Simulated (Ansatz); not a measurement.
Space group Cccm (No. 66). a = 4.085 Å, b = 4.101 Å, c = 5.092 Å, α = 90.00°, β = 90.00°, γ = 90.00°
```tsv
atom	site	symmetry	x	y	z
Cu	4f	..2/m	0.2500	0.2500	0.5000
O	4b	222	0.5000	0.0000	0.7500
```

Equation of state of this CuO structure (not necessarily the ground state), with shape and atoms relaxed at each volume where symmetry leaves them free. It has no gap at any of these volumes. All numbers below come from DFT PBEsol, scalar-relativistic, plane waves, PAW (Ansatz).

Cutoff 420 eV; k points 14×14×8 on the computed 4-atom cell (Γ-centred); Gaussian smearing, width 0.10 eV; no spin polarisation.

| V (Å³/atom) | E − E(largest V) (meV/atom) | P (GPa) |
| --- | --- | --- |
| 10.023 | 3.59 | 10.73 |
| 10.343 | -11.87 | 5.00 |
| 10.663 | -16.68 | 0.00 |
| 10.983 | -12.31 | -4.31 |
| 11.303 | 0.00 | -8.00 |

Question: Fit a third-order Birch–Murnaghan equation to E(V).

Answer: V0 = 10.66 Å³/atom, B0 = 153 GPa, B0' = 3.9.

Spin polarisation was left out, and a magnetic state may lie lower.

This form isn't the usual stable structure of the compound.